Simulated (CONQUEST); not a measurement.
Set up this calculation in CONQUEST 1.3, as the native input.

```yaml
Task: band structure
Functional: LDA
Potentials_or_basis: PseudoDojo NC LDA, DZP, grid cutoff 100 Ha
k_mesh: 8 × 8 × 5
Occupations: fermi-dirac, width 0.1 eV
Spin: no spin polarisation
Solver: diagonalisation
SCF_tolerance: 1e-06
```

Cu:

```
Cu
1.0
     2.55619    0.00000    0.00000
     0.00000    2.55619    0.00000
     0.00000    0.00000    3.61500
Cu
2
Direct
  0.00050 0.98980 0.00537
  0.49035 0.50260 0.49713
```

The cell isn't the ideal one: atoms of the box moved at random, drawn with an rms of 0.05 Å.

These files were run (other wordings do the same):

Conquest_input

```
IO.Title Cu
IO.Coordinates coords.dat
IO.FractionalAtomicCoords F
IO.Iprint 2
IO.Iprint_init 1
General.NumberOfSpecies 1
General.PseudopotentialType hamann
General.DistanceUnits A
AtomMove.TypeOfRun static
AtomMove.FullStress T
Grid.GridCutoff 100
DM.SolutionMethod diagon
Diag.MPMesh F
Diag.kT 0.00367493
minE.SCTolerance 1e-6
SC.MaxIters 100
minE.SelfConsistent F
General.LoadRho T
Diag.KspaceLines T
Diag.NumKptLines 9
Diag.NumKpts 6
IO.writeDOS T
%block ChemicalSpeciesLabel
1 63.550 Cu
%endblock
%block Diag.KpointLines
0.000000 0.000000 0.000000
0.000000 0.500000 0.000000
0.000000 0.500000 0.000000
0.500000 0.500000 0.000000
0.500000 0.500000 0.000000
0.000000 0.000000 0.000000
0.000000 0.000000 0.000000
0.000000 0.000000 0.500000
0.000000 0.000000 0.500000
0.000000 0.500000 0.500000
0.000000 0.500000 0.500000
0.500000 0.500000 0.500000
0.500000 0.500000 0.500000
0.000000 0.000000 0.500000
0.000000 0.500000 0.000000
0.000000 0.500000 0.500000
0.500000 0.500000 0.000000
0.500000 0.500000 0.500000
%endblock
```

coords.dat

```
    2.5561910140     0.0000000000     0.0000000000
    0.0000000000     2.5561910140     0.0000000000
    0.0000000000     0.0000000000     3.6150000000
2
  0.0012883203  -0.0260629236   0.0194306250 1 T T T
  1.2534308199   1.2847518284   1.7971285650 1 T T T
```

Conquest_input (of the self-consistent run)

```
IO.Title Cu
IO.Coordinates coords.dat
IO.FractionalAtomicCoords F
IO.Iprint 2
IO.Iprint_init 1
General.NumberOfSpecies 1
General.PseudopotentialType hamann
General.DistanceUnits A
AtomMove.TypeOfRun static
AtomMove.FullStress T
Grid.GridCutoff 100
DM.SolutionMethod diagon
Diag.MPMesh T
Diag.GammaCentred T
Diag.MPMeshX 8
Diag.MPMeshY 8
Diag.MPMeshZ 5
Diag.kT 0.00367493
minE.SCTolerance 1e-6
SC.MaxIters 100
IO.AtomChargeOutput T
IO.DumpChargeDensity T
IO.DumpTotPot T
%block ChemicalSpeciesLabel
1 63.550 Cu
%endblock
```

Potentials or basis: PseudoDojo NC LDA, DZP, grid cutoff 100 Ha.

Run with:

```bash
$ Conquest   # self-consistent run
$ Conquest   # the run along the path, in the same folder
```

Results of the run:

* Band gap along the path: none (metal or under the smearing width)

Caveat: the log labels positions in bohr as Å; the box holds several primitive cells, so bands are folded and the points are those of the box's own zone; the basis of atomic orbitals isn't converged, which shifts pressures, moduli and gaps.

It took 3.9 s on 1 thread of Intel(R) Xeon(R) Platinum 8488C (Sapphire Rapids), on a shared host, peak memory 0.21 GiB.
